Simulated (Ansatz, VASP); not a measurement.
**One calculation of Sc, two programs**

Contents of INCAR:

```
PREC     = Accurate       # precision mode
ENCUT    = 520            # plane-wave cutoff, eV
EDIFF    = 1E-6           # SCF threshold, eV
ISMEAR   = 0              # smearing method
SIGMA    = 0.15           # smearing width, eV
LREAL    = F              # projectors in reciprocal space
LASPH    = T              # aspherical terms in the spheres
NELM     = 100            # most SCF steps
ALGO     = Normal         # electronic algorithm
ISIF     = 2              # what is computed and relaxed
LWAVE    = F              # write WAVECAR
LCHARG   = T              # write CHGCAR
LELF     = T              # ELF
LVHAR    = T            
NBANDS   = 12             # bands
```

KPOINTS

```
regular mesh
0
Gamma
  18 18 18
```

POSCAR

```
Sc
1.0
    0.0000000000      2.1002125000      2.2705000000
    2.1002125000      0.0000000000      2.2705000000
    2.1002125000      2.1002125000      0.0000000000
Sc
1
Direct
    0.0000000000      0.0000000000      0.0000000000
```

Input for Ansatz:

```yaml
crystal:
  lattice:
    - [0.0, 2.1002125, 2.2705]
    - [2.1002125, 0.0, 2.2705]
    - [2.1002125, 2.1002125, 0.0]
  atoms:
    - { symbol: Sc, position: [0.0, 0.0, 0.0] }
basis:
  ecutwfc: 420
kpoints:
  mp_grid: { grid: [18, 18, 18] }
hamiltonian:
  xc: lda
scf:
  occupations: { method: gaussian, width: 0.15 }
output:
  forces: true
  stress: true
  eigenvalues: true
```

Change from the starting cell: strain -0.0750 x Voigt [1, 1, 0, 0, 0, 0], atoms carried along.

Alike in both runs: task single point; functional LDA; k mesh 18 × 18 × 18; occupations gaussian, width 0.15 eV; no spin polarisation.

|  | VASP | Ansatz |
| --- | --- | --- |
| version | VASP 6.6.1 | Ansatz 0.2.0 |
| potentials or method | VASP PAW LDA potentials, release 64 (Sc_sv) | scalar-relativistic, plane waves, PAW |
| plane-wave cutoff (eV) | 520 | 420 |
| valence electrons in the cell | 11 | 11 |

|  | VASP | Ansatz | Ansatz less VASP |
| --- | --- | --- | --- |
| gap on the k mesh at the Fermi level (eV) | none | none | - |
| pressure (GPa) | 7.8 | 7.7 | -0.13 |
| largest component of the traceless stress (GPa) | 1.99 | 1.98 | -0.012 |

A gap of «none» marks a metal or a gap that the smearing closes.
